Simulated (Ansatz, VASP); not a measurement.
Two plane-wave programs on GaP

```
Ga P
1.0
     0.00000    2.72525    2.72525
     2.72525    0.00000    2.72525
     2.72525    2.72525    0.00000
Ga P
1 1
Direct
  0.00000 0.00000 0.00000
  0.25000 0.25000 0.25000
```

Alike in both runs: task relaxation of cell and atoms; functional RPBE; k mesh 6 × 6 × 6; no spin polarisation.

```csv
,VASP,Ansatz
version,VASP 6.6.1,Ansatz 0.2.0
potentials or method,"VASP PAW PBE potentials, release 64 (Ga_d, P)","plane waves, PAW"
plane-wave cutoff (eV),600,550
occupations,"gaussian, width 0.01 eV",fixed
valence electrons in the cell,18,18
```

```csv
,VASP,Ansatz,Ansatz less VASP
relaxed volume (Å³/atom),21.42,21.43,+0.016
relaxed cell length with the largest relative difference (Å),3.927,3.928,+0.0010
energy change over the relaxation (meV/atom),-16,-16,-0.7
```

Caveats: the PAW data sets were made with another functional, which shifts forces and pressure a little (VASP). RPBE and its kin give volumes clearly too large for solids. A k mesh can miss the band edges.
